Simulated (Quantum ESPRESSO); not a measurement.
A run of Quantum ESPRESSO 7.5:

File run.py:

```python
import numpy as np
from ase.calculators.espresso import Espresso, EspressoProfile
from ase import Atoms

atoms = Atoms(['Y'],
              cell=[[0.0, 2.5519910612, 2.5519910612], [2.5519910612, 0.0, 2.5519910612], [2.5519910612, 2.5519910612, 0.0]],
              scaled_positions=[[0.0, 0.0, 0.0]],
              pbc=True)

input_data = {
    'control': {'calculation': 'scf', 'prefix': 'pwscf', 'outdir': './tmp', 'tprnfor': True, 'tstress': True, 'disk_io': 'nowf'},
    'system': {'ecutwfc': 55.0, 'ecutrho': 440.0, 'nbnd': 11, 'occupations': 'smearing', 'smearing': 'fd', 'degauss': 0.00367493},
    'electrons': {'conv_thr': 2e-10, 'electron_maxstep': 120, 'mixing_beta': 0.5},
}
pseudopotentials = {'Y': 'Y_pbe_v1.uspp.F.UPF'}
profile = EspressoProfile(command='pw.x', pseudo_dir='pseudo')
dft = Espresso(profile=profile, input_data=input_data, pseudopotentials=pseudopotentials, kpts=(9, 9, 9), koffset=(0, 0, 0))
atoms.calc = dft

print(f'energy {atoms.get_potential_energy():.8f} eV')
print('forces (eV/A)')
print(np.round(atoms.get_forces(), 6))
print('stress (eV/A^3, Voigt)')
print(np.round(atoms.get_stress(), 8))
print(f'Fermi level {dft.get_fermi_level():.4f} eV')
```

Potentials or basis: SSSP 1.3 efficiency PBE.

Run with:

```bash
$ OMP_NUM_THREADS=1 python run.py
```

Hardware: 1 thread of Arm Neoverse V1, with other jobs on the host.

Problem. How long does it take, and how much memory?

Solution. It took 14 s on 1 thread of Arm Neoverse V1 (shared host), peak memory 0.15 GiB. Counts: scf iterations 8, bands 11, k points 35, g dense 35053.
